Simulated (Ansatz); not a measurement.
The cell is a measured one (Crystallography Open Database entry 9011002); the temperature and pressure of the measurement aren't taken into account, and nothing was relaxed.

An input for Na and the output that it gave: DFT, PBE, all-electron PAW with datasets made for the crystal, scalar-relativistic (Ansatz 0.2.0).

Command: `ansatz run input.yaml --threads 1 --pin off --max-ram 2048MiB --backend cpu --events-out ev --progress --plain --runs-dir out` The run took 3.5 s on 1 thread of Arm Neoverse V2, with other jobs on the host, peak memory 0.26 GiB.

```yaml
crystal:
  lattice:
    - [-2.1175, 2.1175, 2.1175]
    - [2.1175, -2.1175, 2.1175]
    - [2.1175, 2.1175, -2.1175]
  atoms:
    - { symbol: Na, position: [0.0, 0.0, 0.0] }
kpoints:
  mp_grid: { grid: [11, 11, 11] }
  band_path:
    path:
      - [0.0, 0.0, 0.0]
      - [0.5, -0.5, 0.5]
      - [0.0, 0.0, 0.5]
      - [0.0, 0.0, 0.0]
      - [0.25, 0.25, 0.25]
      - [0.5, -0.5, 0.5]
      - [0.25, 0.25, 0.25]
      - [0.0, 0.0, 0.5]
    npoints: 8
scf:
  occupations: { method: fermi_dirac, width: 0.03 }
hamiltonian:
  xc: pbe
  pseudopotentials: { kind: all_electron, datasets: crystal }
output:
  forces: true
  stress: true
  eigenvalues: true
  efg: { contact_densities: true }
```

What the program printed:

```
hamiltonian.pseudopotentials.datasets: crystal makes datasets for this crystal and solves the spheres of its atoms anew in each pass: cutoff 160.0 eV, the density's 640.0 eV; for an error of 0.50 meV an atom under PBE, 0.5 meV for the cell; an energy difference from a run of another recipe may be off by several times the error for the cell, under r2SCAN by more, where some 0.1 meV an atom stays at smaller errors; Na in spheres of 1.376 Å, 9 of its electrons in bands
Engine: ansatz 0.2.0
Pseudopotentials: kind: all_electron
Pseudopotential: Na, paw, valence charge 9, recommended cutoff 160 eV (normal), Koelling and Harmon's equation, gaussian nucleus
Functional definition: PBE
  parameter kappa = 0.804
  parameter beta = 0.06672455060314922
  exchange = pbe_x(kappa = kappa, mu = beta*pi^2/3)
  correlation = pbe_c(beta = beta)
Crystal: 1 atoms, lattice volume = 37.978 Å³
Basis set: ecut = 160 eV, 177 PW (Γ), exchange–correlation on 32×32×32 points (8 copies of the dense FFT grid, shifted against one another)
Bands: 9, of which v1, the nominal top of the filled ones, is band 5 counted from 1 (4 counted from 0)
Symmetry: 48 space group operations
Space group: Im-3m (ITA 229), of the structure as read, at distance tolerance 3.4e-5 Å
k-points: 56 of 1331
Non-local potential: Na, projectors of the file, l = 0: 2, l = 1: 3
PAW form: soft (Blöchl's): semilocal exchange-correlation on the pseudo side does not see the compensation charge
PAW one-centre angular grid: Na, 110 points (default); XC on its mesh's 2019 points in the sphere
Initial density: superposition of atomic densities (neutral atoms: chi_scale 0, normalization atom)
Initial wavefunctions: pseudopotential atomic-orbital guess
Functional: x = pbe(κ = 0.804, μ = 0.2195149727645171), c = pbe(β = 0.06672455060314922)
iter 1 solved again at ethr=1.08e-4 eV; its pass at ethr=1.00e-1 eV (dr2=9.70e-3 eV) is discarded
SCF iter   1: F=—  HF=-4420.081466 eV  |F-HF|=—  |Δ(HF+E_count)|=         —  Δρ=3.52e-3  dr2=9.63e-3  ethr=1.08e-4  ⟨swp⟩=4.0  Hψ=3411  notcnv=0
preconditioner: auto → none  [insulator: Δε(μ)=0.134 eV  Ē_g=7.754 eV  σ=0.030 eV  W_gap=0.75  n_scr=12 (ndim 8)  ℏωp=6.0 eV  f_vac=0.000  D(μ)=0.41/eV (n_scr^D=0)  ε∞_Penn≈1.6]
SCF iter   2: F=—  HF=-4420.076170 eV  |F-HF|=—  |Δ(HF+E_count)|=   5.30e-3  Δρ=1.75e-3  dr2=2.28e-3  ethr=1.07e-4  ⟨swp⟩=2.0  Hψ=2609  notcnv=0
SCF iter   3: F=—  HF=-4420.075928 eV  |F-HF|=—  |Δ(HF+E_count)|=   2.41e-4  Δρ=9.11e-4  dr2=5.86e-4  ethr=2.53e-5  ⟨swp⟩=2.2  Hψ=1268  notcnv=0  defer=1
iter 4 solved again at ethr=1.08e-8 eV; its pass at ethr=6.51e-6 eV (dr2=9.69e-7 eV) is discarded
SCF iter   4: F=—  HF=-4420.076108 eV  |F-HF|=—  |Δ(HF+E_count)|=   1.80e-4  Δρ=5.28e-5  dr2=8.41e-7  ethr=1.08e-8  ⟨swp⟩=3.0  Hψ=3139  notcnv=0
eigensolver tolerance schedule: the retry pair's looser diagonalisation over-reported the residual by 0.15 of it (diagonalisation noise at 0.15 of the residual, at the tolerance the schedule requests for it); recorded, not acted on — ethr = c·dr2/N_el stays at c = 1.0e-1
SCF iter   5: F=—  HF=-4420.076107 eV  |F-HF|=—  |Δ(HF+E_count)|=   6.63e-7  Δρ=1.02e-4  dr2=7.23e-6  ethr=9.35e-9  ⟨swp⟩=4.0  Hψ=1147  notcnv=0
SCF iter   6: F=—  HF=-4420.076106 eV  |F-HF|=—  |Δ(HF+E_count)|=   1.31e-6  Δρ=1.08e-5  dr2=2.70e-8  ethr=9.35e-9  ⟨swp⟩=3.6  Hψ=1045  notcnv=0
SCF iter   7: F=—  HF=-4420.076106 eV  |F-HF|=—  |Δ(HF+E_count)|=   4.87e-9  Δρ=3.46e-6  dr2=3.59e-9  ethr=3.00e-10  ⟨swp⟩=3.0  Hψ=1017  notcnv=0
SCF iter   8: F=-4420.076106 eV  HF=-4420.076106 eV  |F-HF|=2.32e-9  |Δ(HF+E_count)|=   2.00e-8  Δρ=8.25e-7  dr2=1.93e-10  ethr=3.99e-11  ⟨swp⟩=3.0  Hψ=1016  notcnv=0
SCF 1 converged in 8 iterations: F = -4420.076106 eV  dr2 = 1.93e-10
  greatest PAW one-centre occupation: 1.000 electrons in one spin orbital (limit 2), on the Na atom at site 0 (counted from 0), in its partial waves of l = 1
NSCF: frozen V_eff on 57 k-points
SCF converged after 8 iterations
Free energy (F): -4420.076106 eV
Harris-Foulkes:  -4420.076106 eV  (|F-HF|=2.32e-9)
Internal energy: -4420.074906 eV  (E = F + TS)
E sigma→0 (E₀):  -4420.075506 eV
Entropy (-TS):   -0.001200 eV (-1.200 meV/atom)
Past the cutoff: the bands carry plane waves up to 1.75 times it, of which those up to 1.5 times it add -0.000461 eV an atom, each by itself; the spheres take 0.000705 eV an atom off the energy for waves past 1.75 times it
By the cutoff:   a pressure is off by up to 0.008 GPa (1.2 times the spheres' own share and the shells' term, over an atom's volume, and 0.004 GPa: a bound that held against runs at twice the plane waves)
Past the cutoffs: a stress includes 0.0014 GPa for waves and charges beyond them, in addition to the slope of what the spheres take
In the spheres:  the bands' charges fall short by 4.3e-6 e at most (sound up to 1e-3)
Fermi energy:    1.504825 eV
--- Per-component energies (eV) ---
  The terms above E_closure are by the made datasets' own strengths, without shells solved beside the bands.
--- Forces (eV/Å), atoms counted from 1 ---
  atom   1  Na     0.00000000     0.00000000     0.00000000
  max |Σ_I F_I| component: 1.44e-32 eV/Å
--- Stress (GPa, compression-positive) ---
       -0.201860       0.000000       0.000000
        0.000000      -0.201860      -0.000000
        0.000000       0.000000      -0.201860
  P = ⅓ Tr σ = -0.2019 GPa (-2.019 kbar)
--- PAW observables at the nuclei: V_zz in 10²¹ V/m², potentials from the cell's mean, atoms counted from 1 ---
  atom   1  Na V_zz =    +0.000000   η = 0.0000   by run symmetry: forbidden
            electrostatic potential = -971.362461 V   contact ρ = 5909.595616 e/Å³
--- Band table (eV; the first three rows and the last of 56) ---
  k-point 0: bands = ["-51.5245", "-23.4302", "-23.4302", "-23.4302", "-1.7298", "13.0698", "13.0698"]
  k-point 1: bands = ["-51.5243", "-23.4329", "-23.4311", "-23.4302", "-1.5868", "11.3891", "12.2706"]
  k-point 2: bands = ["-51.5240", "-23.4398", "-23.4335", "-23.4302", "-1.1603", "9.0611", "11.2497"]
  k-point 55: bands = ["-51.5214", "-23.4539", "-23.4535", "-23.4535", "4.9412", "6.0446", "6.3695"]
```
